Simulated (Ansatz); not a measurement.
SiC:

```
Si C
1.0
     3.07569    0.00000    0.00000
    -1.53785    2.66363    0.00000
     0.00000    0.00000   10.07065
Si C
4 4
Direct
  0.00000 0.00000 0.18789
  0.00000 0.00000 0.68789
  0.33333 0.66667 0.43784
  0.66667 0.33333 0.93784
  0.00000 0.00000 0.00046
  0.00000 0.00000 0.50046
  0.33333 0.66667 0.24980
  0.66667 0.33333 0.74980
```

The cell is a database's computed one.

Base run:

| Property | Result |
| --- | --- |
| Program | Ansatz 0.2.0 |
| Functional | revPBE |
| Potentials or basis | Ansatz PAW |
| Cutoff | 420 eV |
| Density cutoff | 1680 eV |
| k mesh | 10 × 10 × 3 |
| Occupations | fermi-dirac, width 0.05 eV |
| Spin | no spin polarisation |

Its results: band gap on the k mesh 2.24 eV, indirect (least direct gap 3.36 eV); pressure 6.4 GPa; largest force 0.010 eV/Å.

Q: After a change of settings the same cell gave: band gap on the k mesh 2.18 eV, indirect (least direct gap 3.30 eV); pressure -3.8 GPa; largest force 0.004 eV/Å. Which change was it?
A. functional from revPBE to PBE; cutoff from 420 eV to 800 eV; density cutoff from 1680 eV to 3200 eV
B. functional from revPBE to LDA
C. functional from revPBE to PBE; potentials or basis from Ansatz PAW to Ansatz PAW polarizable
D. functional from revPBE to PBE; k mesh from 10 × 10 × 3 to 14 × 14 × 4

A: B.

LDA binds more tightly than revPBE, so the same cell stands under less pressure.

Caveats: the PAW data sets come from PBE, with cores solved anew for the run's functional, which leaves a small shift of forces and pressure; the potentials were made for another functional, which shifts forces and pressure (some runs).

Not every run made on this cell is shown here.
